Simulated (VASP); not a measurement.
```xyz
2
Lattice="0.0000 2.5640 2.5640 2.5640 0.0000 2.5640 2.5640 2.5640 0.0000" Properties=species:S:1:pos:R:3 pbc="T T T"
In     0.0000     0.0000     0.0000
N      1.2820     1.2820     1.2820
```

Calculation: PBE GGA, VASP's PBE PAW potentials (set 64) (plane waves; VASP). Settings: 400 eV cut-off, 9×9×9 Γ-centred mesh, Gaussian smearing of 0.14 eV, potentials In_d N.

At this cut-off the stress carries a Pulay error, which pulls relaxed volumes low. Unless said otherwise, spin-orbit coupling is left out, though it shifts the bands of the heavy elements here.

Q: What does the run give for the energy per atom (σ→0), pressure, band gap (on the k-mesh) with the smallest direct gap where there is one?

A: 
```json
{
  "band gap (on the k-mesh)": "none (metal, semimetal or under 0.01 eV)",
  "energy per atom (σ→0)": "-5.333 eV/atom",
  "pressure": "-70.2 kbar"
}
```

The structure comes from a computed database's InN entry; how it stands against other phases isn't given here. The cell was not relaxed at this level.
